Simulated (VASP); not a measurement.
A convergence study with VASP on AlSb (space group no. 216 when undisturbed): one setting is varied, all else stays as given below, so the limit is that of these other settings. One atom is moved off its site, so that forces are finite.

```
CELL_PARAMETERS angstrom
      0.00000     3.06079     3.06079
      3.06079     0.00000     3.06079
      3.06079     3.06079     0.00000
ATOMIC_POSITIONS crystal
  Al 0.00472 0.00472 0.00472
  Sb 0.25000 0.25000 0.25000
```

Level of theory: PBE GGA, VASP's PBE PAW potentials (set 64) (plane waves; VASP 6.6.1). The tightest run used: 300 eV cut-off, 18×18×18 Γ-centred mesh, Fermi-Dirac smearing of 0.010 eV, potentials Al Sb.

Unless said otherwise, spin-orbit coupling is left out, though it shifts the bands of the heavy elements here. Gaps are read on the run's mesh, which can miss a band edge.

| setting | E (eV/atom) | pressure (GPa) | largest force (eV/Å) | gap on the mesh (eV) | irreducible k-points |
|---|---|---|---|---|---|
| 2×2×2 mesh | -3.0944 | 7.38 | 0.503 | 0.999 | 4 |
| 3×3×3 mesh | -3.8577 | 4.03 | 0.475 | 1.231 | 6 |
| 4×4×4 mesh | -4.0200 | 3.30 | 0.465 | 1.087 | 13 |

Question: These are the cheaper rows. Estimate the results at 18×18×18 mesh, and how far the last row shown lies from them.

Answer: 
```csv
quantity,tightest run,last row shown is off by
E (eV/atom),-4.0865,0.0664
pressure (GPa),3.04,0.27
largest force (eV/Å),0.459,0.006
gap on the mesh (eV),1.095,-0.008
```

Left out are rungs that failed or repeat a setting and relaxations that didn't move; long series are thinned to 24 rows.

The structure is a typed AlSb crystal (space group no. 216). The cell was not relaxed at this level, it is distorted from the ideal structure.
